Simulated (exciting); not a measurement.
# W (Pm-3n) in exciting: reference runs

Reference runs on W: the cell as given.

Everything below comes from runs of exciting (release sodium). Logs are shortened: lines on timing, memory, paths and dates and some standing lists are left out, and cuts for length are marked.

## Step 1: The crystal as given

It takes space group Pm-3n (No. 223, cubic). Conventional cell: a = 5.083 Å, b = 5.083 Å, c = 5.083 Å, α = 90.00°, β = 90.00°, γ = 90.00°. Around W (site symmetry -4m2) lie 6 W at 2.54 to 2.84 Å. W (site symmetry m-3) has 12 W at 2.84 Å as nearest neighbours.

This isn't the form of W at room conditions, which is bcc.

## Step 2: Single point, PBEsol

Input file input.xml:

```xml
<input>
  <title>W</title>
  <structure speciespath="./" tshift="false">
    <crystal scale="1">
      <basevect>9.605477891473 0.000000000000 0.000000000000</basevect>
      <basevect>0.000000000000 9.605477891473 0.000000000000</basevect>
      <basevect>0.000000000000 0.000000000000 9.605477891473</basevect>
    </crystal>
    <species speciesfile="W.xml" rmt="2.3">
      <atom coord="0.500000000000 0.250000000000 0.000000000000"/>
      <atom coord="0.500000000000 0.750000000000 0.000000000000"/>
      <atom coord="0.750000000000 0.000000000000 0.500000000000"/>
      <atom coord="0.250000000000 0.000000000000 0.500000000000"/>
      <atom coord="0.000000000000 0.500000000000 0.750000000000"/>
      <atom coord="0.000000000000 0.500000000000 0.250000000000"/>
      <atom coord="0.500000000000 0.500000000000 0.500000000000"/>
      <atom coord="0.000000000000 0.000000000000 0.000000000000"/>
    </species>
  </structure>
  <groundstate do="fromscratch" ngridk="5 5 5" rgkmax="9" gmaxvr="14" lmaxapw="10" lmaxmat="10" lmaxvr="8" xctype="GGA_PBE_SOL" stype="Fermi Dirac" swidth="0.00183747" nempty="54" ValenceRelativity="iora*" epsengy="1e-05" epspot="1e-05" maxscl="60" tforce="true" outputlevel="normal"/>
  <properties>
    <chargedensityplot>
      <plot3d>
        <box grid="26 26 26">
          <origin coord="0 0 0"/>
          <point coord="1 0 0"/>
          <point coord="0 1 0"/>
          <point coord="0 0 1"/>
        </box>
      </plot3d>
    </chargedensityplot>
    <elfplot>
      <plot3d>
        <box grid="26 26 26">
          <origin coord="0 0 0"/>
          <point coord="1 0 0"/>
          <point coord="0 1 0"/>
          <point coord="0 0 1"/>
        </box>
      </plot3d>
    </elfplot>
    <exccplot>
      <plot3d>
        <box grid="26 26 26">
          <origin coord="0 0 0"/>
          <point coord="1 0 0"/>
          <point coord="0 1 0"/>
          <point coord="0 0 1"/>
        </box>
      </plot3d>
    </exccplot>
  </properties>
</input>
```

Potentials or basis: all-electron LAPW+lo, shipped species files, valence relativity iora*.

Started as:

```
> OMP_NUM_THREADS=1 exciting_smp
```

INFO.OUT:

```text
================================================================================
EXCITING SODIUM started
[... 10 lines left out ...]

 Lattice vectors (cartesian) :
      9.6054778915      0.0000000000      0.0000000000
      0.0000000000      9.6054778915      0.0000000000
      0.0000000000      0.0000000000      9.6054778915

 Reciprocal lattice vectors (cartesian) :
      0.6541252167      0.0000000000      0.0000000000
      0.0000000000      0.6541252167      0.0000000000
      0.0000000000      0.0000000000      0.6541252167

 Unit cell volume                           :     886.2513918089
 Brillouin zone volume                      :       0.2798869663

 Species :    1 (W)
     parameters loaded from                 :    W.xml
     name                                   :    tungsten
     nuclear charge                         :     -74.00000000
     electronic charge                      :      74.00000000
     atomic mass                            :  335119.81910000
     muffin-tin radius                      :       2.30000000
     # of radial points in muffin-tin       :     450

     atomic positions (lattice) :
       1 :   0.50000000  0.25000000  0.00000000
       2 :   0.50000000  0.75000000  0.00000000
       3 :   0.75000000  0.00000000  0.50000000
       4 :   0.25000000  0.00000000  0.50000000
       5 :   0.00000000  0.50000000  0.75000000
       6 :   0.00000000  0.50000000  0.25000000
       7 :   0.50000000  0.50000000  0.50000000
       8 :   0.00000000  0.00000000  0.00000000

 Total number of atoms per unit cell        :       8

 Spin treatment                             :    spin-unpolarised

 Number of Bravais lattice symmetries       :      48
 Number of crystal symmetries               :      48

 k-point grid                               :       5    5    5
 Total number of k-points                   :      10
 k-point set is reduced with crystal symmetries

 R^MT_min * |G+k|_max (rgkmax)              :       9.00000000
 Species with R^MT_min                      :       1 (W)
 Maximum |G+k| for APW functions            :       3.91304348
 Maximum |G| for potential and density      :      14.00000000

 G-vector grid sizes                        :      45    45    45
 Total number of G-vectors                  :   41155

 Maximum angular momentum used for
     APW functions                          :      10
     computing H and O matrix elements      :      10
     potential and density                  :       8
     inner part of muffin-tin               :       2

 Total nuclear charge                       :    -592.00000000
 Total electronic charge                    :     592.00000000
 Total core charge                          :     368.00000000
 Total valence charge                       :     224.00000000

 Number of empty states                     :      54
 Total number of valence states             :     167

 Maximum Hamiltonian size                   :    1123
 Maximum number of plane-waves              :     907
 Total number of local-orbitals             :     216

 Exchange-correlation type                  :      22
     PBEsol, Phys. Rev. Lett. 100, 136406 (2008)
     Generalised gradient approximation (GGA)

[... 20 lines left out ...]
+ SCF iteration number :    1                                                  +
++++++++++++++++++++++++++++++++++++++++++++++++++++++++++++++++++++++++++++++++
 Total energy                               :   -129178.04594969
 _______________________________________________________________
 Fermi energy                               :         0.54779696
 Kinetic energy                             :    145726.73677390
 Coulomb energy                             :   -272341.96584481
 Exchange energy                            :     -2522.47530728
 Correlation energy                         :       -40.34157151

 DOS at Fermi energy (states/Ha/cell)       :        82.72851689

 Electron charges :
     core                                   :       368.00000000
     core leakage                           :         0.00004308
     valence                                :       224.00000000
     interstitial                           :        22.67496676
     charge in muffin-tin spheres :
                  atom     1     W          :        71.13854945
                  atom     2     W          :        71.13854945
                  atom     3     W          :        71.13854945
                  atom     4     W          :        71.13854945
                  atom     5     W          :        71.13854945
                  atom     6     W          :        71.13854945
                  atom     7     W          :        71.24686827
                  atom     8     W          :        71.24686827
     total charge in muffin-tins            :       569.32503324
     total charge                           :       592.00000000
[... 504 lines left out ...]
 Electron charges :
     core                                   :       368.00000000
     core leakage                           :         0.00004100
     valence                                :       224.00000000
     interstitial                           :        21.78557717
     charge in muffin-tin spheres :
                  atom     1     W          :        71.27498861
                  atom     2     W          :        71.27498861
                  atom     3     W          :        71.27498861
                  atom     4     W          :        71.27498861
                  atom     5     W          :        71.27498861
                  atom     6     W          :        71.27498861
                  atom     7     W          :        71.28224558
                  atom     8     W          :        71.28224558
     total charge in muffin-tins            :       570.21442283
     total charge                           :       592.00000000

 RMS change in effective potential (target) :  0.134494E-08  ( 0.100000E-04)
 Absolute change in total energy   (target) :  0.399759E-05  ( 0.100000E-04)
 Charge distance                   (target) :  0.421067E-09  ( 0.100000E-04)
 Abs. change in max-nonIBS-force   (target) :   0.00000      ( 0.500000E-04)

++++++++++++++++++++++++++++++++++++++++++++++++++++++++++++++++++++++++++++++++
| Convergency criteria checked for the last 2 iterations                       +
| Convergence targets achieved. Performing final SCF iteration                 +
++++++++++++++++++++++++++++++++++++++++++++++++++++++++++++++++++++++++++++++++
 Total energy                               :   -129291.19323431
 _______________________________________________________________
 Fermi energy                               :         0.53507914
 Kinetic energy                             :    145655.17423101
 Coulomb energy                             :   -272381.60938553
 Exchange energy                            :     -2524.40306845
 Correlation energy                         :       -40.35501133

 DOS at Fermi energy (states/Ha/cell)       :        66.55100932

 Electron charges :
     core                                   :       368.00000000
     core leakage                           :         0.00004100
     valence                                :       224.00000000
     interstitial                           :        21.78557716
     charge in muffin-tin spheres :
                  atom     1     W          :        71.27498861
                  atom     2     W          :        71.27498861
                  atom     3     W          :        71.27498861
                  atom     4     W          :        71.27498861
                  atom     5     W          :        71.27498861
                  atom     6     W          :        71.27498861
                  atom     7     W          :        71.28224558
                  atom     8     W          :        71.28224558
     total charge in muffin-tins            :       570.21442284
     total charge                           :       592.00000000

++++++++++++++++++++++++++++++++++++++++++++++++++++++++++++++++++++++++++++++++
+ Self-consistent loop stopped                                                 +
++++++++++++++++++++++++++++++++++++++++++++++++++++++++++++++++++++++++++++++++
 STATE.OUT is written

--------------------------------------------------------------------------------
- Writing atomic positions and forces                                          -
--------------------------------------------------------------------------------

 Atomic positions (lattice) :
 atom     1   W  :     0.50000000    0.25000000    0.00000000
 atom     2   W  :     0.50000000    0.75000000    0.00000000
 atom     3   W  :     0.75000000    0.00000000    0.50000000
 atom     4   W  :     0.25000000    0.00000000    0.50000000
 atom     5   W  :     0.00000000    0.50000000    0.75000000
 atom     6   W  :     0.00000000    0.50000000    0.25000000
 atom     7   W  :     0.50000000    0.50000000    0.50000000
 atom     8   W  :     0.00000000    0.00000000    0.00000000

 Total atomic forces including IBS (cartesian) :
 atom     1   W  :     0.00000000   -0.00000000    0.00000000
 atom     2   W  :     0.00000000    0.00000000    0.00000000
 atom     3   W  :    -0.00000000    0.00000000    0.00000000
 atom     4   W  :    -0.00000000    0.00000000    0.00000000
 atom     5   W  :     0.00000000    0.00000000   -0.00000000
 atom     6   W  :     0.00000000    0.00000000    0.00000000
 atom     7   W  :     0.00000000    0.00000000    0.00000000
 atom     8   W  :     0.00000000    0.00000000    0.00000000

 Atomic force components including IBS (cartesian) :
 atom     1   W  :     0.00000000    0.00000000    0.00000000   HF force
                 :     0.00000000    0.00000000   -0.00000000   core correction
                 :    -0.00000000    0.00000000    0.00000000   IBS correction
 atom     2   W  :     0.00000000    0.00000000    0.00000000   HF force
                 :    -0.00000000   -0.00000000   -0.00000000   core correction
                 :    -0.00000000   -0.00000000    0.00000000   IBS correction
 atom     3   W  :    -0.00000000   -0.00000000    0.00000000   HF force
                 :    -0.00000000    0.00000000   -0.00000000   core correction
                 :     0.00000000    0.00000000    0.00000000   IBS correction
 atom     4   W  :     0.00000000   -0.00000000    0.00000000   HF force
                 :     0.00000000    0.00000000   -0.00000000   core correction
                 :     0.00000000    0.00000000    0.00000000   IBS correction
 atom     5   W  :     0.00000000   -0.00000000    0.00000000   HF force
                 :    -0.00000000    0.00000000    0.00000000   core correction
                 :    -0.00000000    0.00000000    0.00000000   IBS correction
 atom     6   W  :     0.00000000   -0.00000000   -0.00000000   HF force
                 :    -0.00000000    0.00000000    0.00000000   core correction
                 :    -0.00000000    0.00000000   -0.00000000   IBS correction
 atom     7   W  :    -0.00000000   -0.00000000    0.00000000   HF force
                 :     0.00000000    0.00000000   -0.00000000   core correction
                 :    -0.00000000    0.00000000    0.00000000   IBS correction
 atom     8   W  :    -0.00000000   -0.00000000    0.00000000   HF force
                 :     0.00000000    0.00000000   -0.00000000   core correction
                 :    -0.00000000    0.00000000    0.00000000   IBS correction

********************************************************************************
[... 7 lines left out ...]
| EXCITING SODIUM stopped                                                      =
================================================================================
```

Run time: 14 min. Hardware: 1 thread of Arm Neoverse V2, shared host; peak memory 0.36 GiB.

Results:

```
Free energy                                       : -3518192.6189 eV
Band gap on the k mesh                            : none (metal or under the smearing width)
All electrons inside the program's atomic spheres : W 71.27, 71.28 (radii W 2.3 bohr)
```

Caveat: the log's total energy holds no entropy term; the free energy is that total less TS from the occupations. Spin-orbit coupling is left out, which matters for the levels of W.
